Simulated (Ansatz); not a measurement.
# HfS2: band gap under strain

Aim: follow the gap of HfS2, CdI2 type through these states: no strain; +4.0 % strain along z alone; -5.0 % biaxial strain in x and y, free along z. The table at the end shows which levels were run.

The runs shown are made with Ansatz 0.2.0. PAW datasets, plane waves. Computed at 0 K without zero-point motion; spin polarisation is off.

## Step 1: The system as given

The unstrained cell was relaxed with r2SCAN+rVV10; in each strained cell the atoms were relaxed again with r2SCAN+rVV10. Names of k-points are those of the unstrained zone, where strain can split equivalent points. First state: no strain.

Space group P-3m1 (No. 164), trigonal; a = 3.630 Å, c = 5.878 Å in the conventional setting, 22.36 Å³ an atom. Near Hf stand 6 S at 2.54 Å; near S stand 3 Hf at 2.54 Å.

As a file:

```
Hf S
1.0
     3.63030    0.00000    0.00000
    -1.81515    3.14393    0.00000
     0.00000    0.00000    5.87836
Hf S
1 2
Direct
  0.00000 0.00000 0.00000
  0.33333 0.66667 0.24463
  0.66667 0.33333 0.75537
```

## Step 2: No strain: PBE

Contents of input.yaml:

```yaml
crystal:
  lattice:
    - [3.6302959563, 0.0, 0.0]
    - [-1.8151479781, 3.1439285214, 0.0]
    - [0.0, 0.0, 5.8783581538]
  atoms:
    - { symbol: Hf, position: [0.0, 0.0, 0.0] }
    - { symbol: S, position: [0.3333333333, 0.6666666667, 0.2446279711] }
    - { symbol: S, position: [0.6666666667, 0.3333333333, 0.7553720289] }
kpoints:
  mp_grid: { grid: [12, 12, 4] }
  band_path:
    path:
      - [0.0, 0.0, 0.0]
      - [0.5, 0.0, 0.0]
      - [0.3333333333, 0.3333333333, 0.0]
      - [0.0, 0.0, 0.5]
      - [0.5, 0.0, 0.5]
      - [0.3333333333, 0.3333333333, 0.5]
      - [0.0, 0.25, 0.25]
      - [-0.083333, 0.002604, 0.002604]
      - [0.0, 0.5, 0.5]
    npoints: 1
hamiltonian:
  xc: pbe
scf:
  occupations: { method: fermi_dirac, width: 0.02 }
  n_extra_bands: 4
output:
  forces: true
  stress: true
  eigenvalues: true
```

Command:

```
$ ansatz run input.yaml --threads 4 --pin off --max-ram 4608MiB --backend cpu --events-out ev --progress --plain --runs-dir out
```

The runs that follow: No strain: r2SCAN; No strain: HSE06; +4.0 % strain along z alone: PBE; +4.0 % strain along z alone: r2SCAN; +4.0 % strain along z alone: HSE06; -5.0 % biaxial strain in x and y, free along z: PBE; -5.0 % biaxial strain in x and y, free along z: r2SCAN; -5.0 % biaxial strain in x and y, free along z: HSE06.

What does the calculation give?

The runs gave:

Least gap in eV (negative: overlap), with the change from the unstrained cell in brackets:

```
                                         state  volume change (%)           PBE        r2SCAN         HSE06
                                     no strain               +0.0          1.03          1.34          1.85
                   +4.0 % strain along z alone               +4.0  1.16 (+0.13)  1.50 (+0.16)  1.99 (+0.14)
-5.0 % biaxial strain in x and y, free along z               -8.0  0.36 (-0.67)  0.66 (-0.68)  1.09 (-0.76)
```

**Reading.** The largest move of the HSE06 gap in the table is -0.759 eV, under -5.0 % biaxial strain in x and y, free along z. PBE and HSE06 differ by 0.82 eV on the unstrained gap, and by at most 0.09 eV on its change: PBE follows the response to strain far better than the gap itself. Spin-orbit coupling is left out of the table, though the cell holds Hf (Z = 72); in an element this heavy it can shift bands and gaps by tenths of an eV.
